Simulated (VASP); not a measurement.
## Ta: elastic constants with r2SCAN

The system is Ta.

```xyz
1
Lattice="-1.6513 1.6513 1.6513 1.6513 -1.6513 1.6513 1.6513 1.6513 -1.6513" Properties=species:S:1:pos:R:3 pbc="T T T"
Ta    0.0000    0.0000    0.0000
```

```json
{"Program": "VASP 6.6.1", "Task": "elastic constants", "Functional": "r2SCAN", "Potentials or basis": "VASP PAW PBE potentials, release 64 (Ta_pv)", "Cutoff": "600 eV", "k mesh": "13 × 13 × 13", "Occupations": "gaussian, width 0.1 eV", "Spin": "no spin polarisation", "Ions in elastic constants": "relaxed", "Further INCAR settings": "ALGO = Normal; EDIFF = 1e-08; IBRION = 6; POTIM = 0.015; NSW = 1; ISIF = 3"}
```

```yaml
Relaxed_volume: 18.13 Å³/atom
Relaxed_cell: a = 2.867 Å, b = 2.867 Å, c = 2.867 Å, α = 109.47°, β = 109.47°, γ = 109.47°
Space_group_after_relaxing_to_0.05_Å: Im-3m (No. 229)
Elastic_constants_C11_C12_C44: 278, 179, 79 GPa
Voigt_bulk_modulus: 212 GPa
```

The path:
| step | energy change (eV) | largest force (eV/Å) | pressure (GPa) | volume (Å³) |
| --- | --- | --- | --- | --- |
| 1 | 0.0000 | 0.0000 | 1.48 | 18.01 |
| 2 | 0.0029 | 0.0000 | -3.51 | 18.45 |
| 3 | -0.0006 | 0.0000 | 0.00 | 18.13 |

Final structure:
```
Ta
1.0
    -1.65507    1.65507    1.65507
     1.65507   -1.65507    1.65507
     1.65507    1.65507   -1.65507
Ta
1
Direct
  0.00000 0.00000 0.00000
```

Elastic tensor in Voigt notation (GPa, in the Cartesian axes of the cell as first typed):
```
278 179 179   0   0   0
179 278 179   0   0   0
179 179 278   0   0   0
  0   0   0  79   0   0
  0   0   0   0  79   0
  0   0   0   0   0  79
```

Clamped-ion elastic tensor (GPa):
```
278 179 179   0   0   0
179 278 179   0   0   0
179 179 278   0   0   0
  0   0   0  79   0   0
  0   0   0   0  79   0
  0   0   0   0   0  79
```

Run time: 18 min on 1 thread of Intel(R) Xeon(R) 6975P-C (Granite Rapids), on a shared host, peak memory 0.37 GiB.

Caveat: the PAW data sets were made with another functional, which shifts forces and pressure a little. Spin-orbit coupling is left out, which matters for the levels of Ta.
